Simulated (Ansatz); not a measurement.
# A point defect in Si

Method: DFT PBE, scalar-relativistic, plane waves, PAW in Ansatz. Settings: 420 eV cutoff, 2×2×2 k-mesh, shifted by half a step, Gaussian smearing of 0.02 eV, collinear spin in charge +1, -1 alone.

Host crystal, relaxed:

```yaml
crystal:
  lattice:
    - [3.85128, 0.00000, 0.00000]
    - [-1.92564, 3.33531, 0.00000]
    - [0.00000, 0.00000, 6.36502]
  atoms:
    - { symbol: Si, position: [0.33333, 0.66667, 0.06293] }
    - { symbol: Si, position: [0.66667, 0.33333, 0.56293] }
    - { symbol: Si, position: [0.33333, 0.66667, 0.43707] }
    - { symbol: Si, position: [0.66667, 0.33333, 0.93707] }
```

Supercell of 36 atoms, rows in host cell vectors: -1 1 -1; 2 1 -1; -1 -2 -1. Atoms relax at the host's cell from a start displaced at random by 0.06 Å near the defect, so other minima may exist. The cell is small, so energies carry finite-size errors of tenths of an eV. The host's Kohn–Sham gap is 0.45 eV. Atoms are taken from and returned to the elements' standard states. Charged cells are corrected for image charges with the computed static dielectric tensor (mean 13.0) and aligned with the host's potential at far atoms (alignment terms reach 0.10 eV). No band-filling term is added, and the Fermi level counts from the host's valence band top.

The defect is an interstitial at (0.000, 0.000, 0.000) of the host cell.

| charge | E_f at the valence band top (eV) | over the neutral state (eV) | moment (μB) | largest move (Å) | atoms near the site |
| --- | --- | --- | --- | --- | --- |
| +1 | 3.83 | 0.19 | 1.00 | 1.33 | 1 Si at 1.77 Å, 2 Si at 1.85 Å |
| 0 | 3.64 | 0.00 | 0.00 | 1.14 | 1 Si at 1.76 Å, 2 Si at 1.83 Å |
| -1 | 4.04 | 0.40 | 0.50 | 1.40 | 1 Si at 1.80 Å, 1 Si at 1.81 Å, 1 Si at 1.83 Å |

Among the charges computed the stable one is 0 at the valence band top, changing to -1 at 0.40 eV. In charge +1 the extra carrier would gain by moving to a band edge of the host, so it isn't bound in the gap, though by less than the errors named above. Other sites of the defect weren't tried. Fractional moments come from partly filled bands of the small cell.

Q: Which element is it? Judge by the nearest distance in charge 0 and covalent radii.
A. Sc
B. C
C. Hf
D. Os
E. Mg

A: B. The nearest neighbour is Si at 1.76 Å, and the summed covalent radii with Si are 1.87 Å for C, 2.86 Å for Hf, 2.52 Å for Mg, 2.55 Å for Os, 2.81 Å for Sc, so C fits best. Bonds can miss such sums by a tenth of an ångström or more.

This form isn't the element's structure at ambient conditions.